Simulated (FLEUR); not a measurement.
# Hf (P6_3/mmc) in FLEUR: further runs, part 2 of 2

FLEUR MaX-R8.1 (later development tree). The steps go on from the part before.

## (5) Equation of state, r2SCAN, 22.38 Å³/atom

The input, inp.xml:

```xml
<?xml version="1.0" encoding="UTF-8" standalone="no"?>
<fleurInput fleurInputVersion="0.39">
   <comment>
      Hf                                                                                                  
   </comment>
   <calculationSetup>
      <cutoffs Kmax="4.1" Gmax="12.7" GmaxXC="12.7" numbands="0"/>
      <scfLoop itmax="80" minDistance="0.0001" maxIterBroyd="30" imix="Anderson" alpha="0.05" precondParam="0.0" spinf="2.0" sdNocoIR="T"/>
      <coreElectrons ctail="F" frcor="F" kcrel="0" coretail_lmax="0"/>
      <xcFunctional name="LibXC" relativisticCorrections="F">
         <LibXCName exchange="mgga_x_r2scan" correlation="mgga_c_r2scan"/>
         <AuxGGA exchange="117" correlation="130"/>
      </xcFunctional>
      <magnetism jspins="1"/>
      <soc l_soc="F" theta="0.0" phi="0.0" spav="F"/>
      <expertModes spex="0" secvar="F"/>
      <geometryOptimization l_f="F" forcealpha="1.0" forcemix="BFGS" epsdisp="0.00001" epsforce="0.00001"/>
      <ldaU l_linMix="F" mixParam="0.05" spinf="1.0"/>
   </calculationSetup>
   <cell>
      <bzIntegration valenceElectrons="52.0" mode="hist" fermiSmearingEnergy="0.00183747">
         <kPointListSelection listName="default-1"/>
         <!-- k-points included here -->
         <xi:include xmlns:xi="http://www.w3.org/2001/XInclude" href="kpts.xml"> </xi:include>
      </bzIntegration>
      <!-- symmetry operations included here -->
      <xi:include xmlns:xi="http://www.w3.org/2001/XInclude" href="sym.xml"> </xi:include>
      <bulkLattice scale="1.0000000000">
         <bravaisMatrix>
            <row-1>    6.0408875025088191     0.0000000000000000     0.0000000000000000</row-1>
            <row-2>   -3.0204437512544096     5.2315620386186819     0.0000000000000000</row-2>
            <row-3>    0.0000000000000000     0.0000000000000000     9.5578567930018803</row-3>
         </bravaisMatrix>
      </bulkLattice>
   </cell>
   <atomSpecies>
      <species name="Hafnium (Hf)" element="Hf" atomicNumber="72">
         <mtSphere radius="2.66" gridPoints="879" logIncrement="0.015"/>
         <atomicCutoffs lmax="10" lnonsphr="10"/>
         <electronConfig flipSpins="F">
            <coreConfig>(1s1/2) (2s1/2) (2p1/2) (2p3/2) (3s1/2) (3p1/2) (3p3/2) (4s1/2) (3d3/2) (3d5/2) (4p1/2) (4p3/2) (4d3/2) (4d5/2)</coreConfig>
            <valenceConfig>(5s1/2) (5p1/2) (5p3/2) (6s1/2) (4f5/2) (4f7/2) (5d3/2) (5d5/2)</valenceConfig>
            <stateOccupation state="(5d3/2)" spinUp="0.400000" spinDown="0.400000"/>
            <stateOccupation state="(5d5/2)" spinUp="0.600000" spinDown="0.600000"/>
         </electronConfig>
         <energyParameters s="6" p="6" d="5" f="4"/>
         <lo type="SCLO" l="0" n="5" eDeriv="0"/>
         <lo type="SCLO" l="1" n="5" eDeriv="0"/>
         <lo type="SCLO" l="2" n="5" eDeriv="2"/>
         <lo type="SCLO" l="3" n="4" eDeriv="2"/>
      </species>
   </atomSpecies>
   <atomGroups>
      <atomGroup species="Hafnium (Hf)">
         <relPos label="                   1">-1.000/3.000 1.000/3.000 -1.000/4.000</relPos>
         <relPos label="                   2">1.000/3.000 -1.000/3.000 1.000/4.000</relPos>
         <force calculate="T" relaxXYZ="TTT"/>
      </atomGroup>
   </atomGroups>
   <output dos="F" band="F" slice="F">
      <checks vchk="F" cdinf="F"/>
      <bandDOS minEnergy="-.5*Htr" maxEnergy="0.5*Htr" sigma="0.015" storeEVData="T"/>
      <vacuumDOS vacdos="F" integ="F" star="F" nstars="0" locx1="0.0" locy1="0.0" locx2="0.0" locy2="0.0" nstm="0" tworkf="0.0"/>
      <unfoldingBand unfoldBand="F" supercellX="1" supercellY="1" supercellZ="1"/>
      <plotting iplot="0" polar="F">
         <plot TwoD="T" vec1="  1.0  0.0  0.0" vec2="  0.0  1.0  0.0" vec3="  0.0  0.0  1.0" zero="  0.0  0.0  0.0" file="plot"/>
      </plotting>
      <chargeDensitySlicing numkpt="0" minEigenval="0.0" maxEigenval="0.0" nnne="0" pallst="F"/>
      <specialOutput eonly="F"/>
      <moessbauerParams electricFieldGradient="T" isomerShift="T" coreHyperfine="T" valenceHyperfine="T"/>
      <magneticCircularDichroism mcd="F" energyLo="-10.0" energyUp="0.0"/>
   </output>
  <!-- We include the file relax.xml here to enable relaxations (see documentation) -->
  <xi:include xmlns:xi="http://www.w3.org/2001/XInclude" href="relax.xml"> <xi:fallback/> </xi:include>
</fleurInput>
```

Command:

```sh
> inpgen -f crystal.txt -profile fastHighL
> # inp.xml edited to the form shown
> fleur_MPI
```

Wall time 45 s (1 thread of Arm Neoverse V2, shared host); peak memory 0.09 GiB.

The run converged. Its results:

```
Free energy                                           : -821601.0812 eV
Band gap on the k mesh                                : none (metal or under the smearing width)
Valence electrons inside the program's atomic spheres : Hf 24.04 (radii Hf 2.66 bohr)
```

Caveat: the meta-GGA is that of a development version, with a GGA for the radial functions and cores and without core tails.

## (6) Equation of state, r2SCAN, 23.28 Å³/atom (volume scaled by 1.04)

inp.xml: that of step 5 with these lines changed.

```diff
@@ -27,3 +27,3 @@
       <xi:include xmlns:xi="http://www.w3.org/2001/XInclude" href="sym.xml"> </xi:include>
-      <bulkLattice scale="1.0000000000">
+      <bulkLattice scale="1.0131594038">
          <bravaisMatrix>
```

Potentials or basis: all-electron, FLAPW.

Command:

```sh
> inpgen -f crystal.txt -profile fastHighL
> # inp.xml edited to the form shown
> fleur_MPI
```

It took 47 s on 1 thread of Arm Neoverse V2, shared host; peak memory 0.09 GiB.

It converged, with:

| Quantity | Value |
| --- | --- |
| Free energy | -821601.0549 eV |
| Band gap on the k mesh | none (metal or under the smearing width) |
| Valence electrons inside the program's atomic spheres | Hf 23.98 (radii Hf 2.66 bohr) |

Caveat: the meta-GGA is that of a development version, with a GGA for the radial functions and cores and without core tails.

## (7) Equation of state, r2SCAN, 23.72 Å³/atom (volume scaled by 1.06)

inp.xml: that of step 6 with these lines changed.

```diff
@@ -27,3 +27,3 @@
       <xi:include xmlns:xi="http://www.w3.org/2001/XInclude" href="sym.xml"> </xi:include>
-      <bulkLattice scale="1.0131594038">
+      <bulkLattice scale="1.0196128224">
          <bravaisMatrix>
```

Command:

```sh
> inpgen -f crystal.txt -profile fastHighL
> # inp.xml edited to the form shown
> fleur_MPI
```

It took 48 s on 1 thread of Arm Neoverse V2, shared host; peak memory 0.09 GiB.

The run converged. Its results:

```yaml
Free_energy: -821601.0265 eV
Band_gap_on_the_k_mesh: none (metal or under the smearing width)
Valence_electrons_inside_the_program's_atomic_spheres: Hf 23.94 (radii Hf 2.66 bohr)
```

Caveat: the meta-GGA is that of a development version, with a GGA for the radial functions and cores and without core tails.

## (8) Equation of state, r2SCAN

This step only gathers the single runs of the series.

Results:

- Equilibrium volume: 22.30 Å³/atom
- Bulk modulus at fixed shape and positions: 108 GPa

Energy against volume, from the lowest point:
| volume (Å³/atom) | energy (meV/atom) |
| --- | --- |
| 21.037 | 26.48 |
| 21.485 | 10.66 |
| 22.380 | 0.00 |
| 23.276 | 13.17 |
| 23.723 | 27.37 |

Caveat: the meta-GGA is that of a development version, with a GGA for the radial functions and cores and without core tails; the cell was scaled at fixed shape and fractional positions, which overstates the stiffness of a crystal with free parameters, most of all of layers and chains. The run has no spin-orbit coupling, so splittings on Hf are missing.
